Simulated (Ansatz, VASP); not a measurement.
## One calculation of KCl, two programs

```xyz
2
Lattice="3.7712 0.0000 0.0000 0.0000 3.7712 0.0000 0.0000 0.0000 3.7712" Properties=species:S:1:pos:R:3 pbc="T T T"
K     0.0000    0.0000    0.0000
Cl    1.8856    1.8856    1.8856
```

The cell was built by a generator and needn't be a form met in nature.

Alike in both runs: task single point; functional PBE; k mesh 6 × 6 × 6; no spin polarisation.

```csv
,VASP,Ansatz
version,VASP 6.6.1,Ansatz 0.2.0
potentials or method,"VASP PAW PBE potentials, release 64 (K_sv, Cl)","plane waves, PAW"
plane-wave cutoff (eV),520,420
occupations,"gaussian, width 0.01 eV",fixed
valence electrons in the cell,16,16
```

|  | VASP | Ansatz | Ansatz less VASP |
| --- | --- | --- | --- |
| gap on the k mesh at the Fermi level (eV) | 5.03 | 5.03 | +0.002 |
| pressure (GPa) | 1.1 | 1.1 | -0.02 |

A k mesh can miss the band edges. A hybrid or GW would open this gap; PBE tends to underestimate it.
